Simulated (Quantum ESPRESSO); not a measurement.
Here is a Quantum ESPRESSO 7.5 calculation.

The input run.py:

```python
import numpy as np
from ase.calculators.espresso import Espresso, EspressoProfile
from ase.io import read

atoms = read('TaS2.cif')

input_data = {
    'control': {'calculation': 'scf', 'prefix': 'pwscf', 'outdir': './tmp', 'tprnfor': True, 'tstress': True, 'disk_io': 'low'},
    'system': {'ecutwfc': 58.0, 'nbnd': 19, 'input_dft': 'blyp', 'occupations': 'smearing', 'smearing': 'fd', 'degauss': 0.00367493},
    'electrons': {'conv_thr': 6e-10, 'electron_maxstep': 120, 'mixing_beta': 0.5},
}
pseudopotentials = {'S': 'S.upf', 'Ta': 'Ta.upf'}
profile = EspressoProfile(command='pw.x', pseudo_dir='pseudo')
dft = Espresso(profile=profile, input_data=input_data, pseudopotentials=pseudopotentials, kpts=(9, 9, 5), koffset=(0, 0, 0))
from ase.calculators.mixing import SumCalculator
from dftd4.ase import DFTD4
d4 = DFTD4(method='blyp')
atoms.calc = SumCalculator([dft, d4])

from ase.optimize import BFGS
from ase.filters import FrechetCellFilter
done = BFGS(FrechetCellFilter(atoms), trajectory='opt.traj').run(fmax=0.02, steps=30)
print('converged', done)
print('cell (A)', np.round(atoms.cell.cellpar(), 5))
print(f'energy {atoms.get_potential_energy():.8f} eV')
print('forces (eV/A)')
print(np.round(atoms.get_forces(), 6))
print('stress (eV/A^3, Voigt)')
print(np.round(atoms.get_stress(), 8))
print(f'Fermi level {dft.get_fermi_level():.4f} eV')
print(f'D4 part {d4.get_potential_energy(atoms):.8f} eV')
atoms.write('final.traj')
```

Contents of TaS2.cif:

```cif
data_TaS2
_cell_length_a 3.35000000
_cell_length_b 3.35000000
_cell_length_c 5.86000000
_cell_angle_alpha 90.00000000
_cell_angle_beta 90.00000000
_cell_angle_gamma 120.00000000
_space_group_name_H-M_alt 'P1'
_space_group_name_Hall 'P 1'
_space_group_IT_number 1
loop_
_space_group_symop_operation_xyz
'x,y,z'
loop_
_atom_site_label
_atom_site_type_symbol
_atom_site_symmetry_multiplicity
_atom_site_Wyckoff_symbol
_atom_site_fract_x
_atom_site_fract_y
_atom_site_fract_z
_atom_site_occupancy
Ta1 Ta 1 a 0.0000000000 0.0000000000 0.0000000000 1
S1 S 1 a 0.6666666667 0.3333333333 0.7500000000 1
S2 S 1 a 0.3333333333 0.6666666667 0.2500000000 1
```

Potentials or basis: PseudoDojo 0.4.1 SR PBE standard.

Launch:

```bash
$ OMP_NUM_THREADS=1 python run.py
```

(1) Predict the dispersion energy per atom.

(2) Estimate the relaxed cell.

Results:

(1) -0.620 eV.

(2) a = 3.401 Å, b = 3.401 Å, c = 5.832 Å, α = 90.00°, β = 90.00°, γ = 120.00°.

Caveat: the potentials were made for another functional, which shifts forces and pressure.
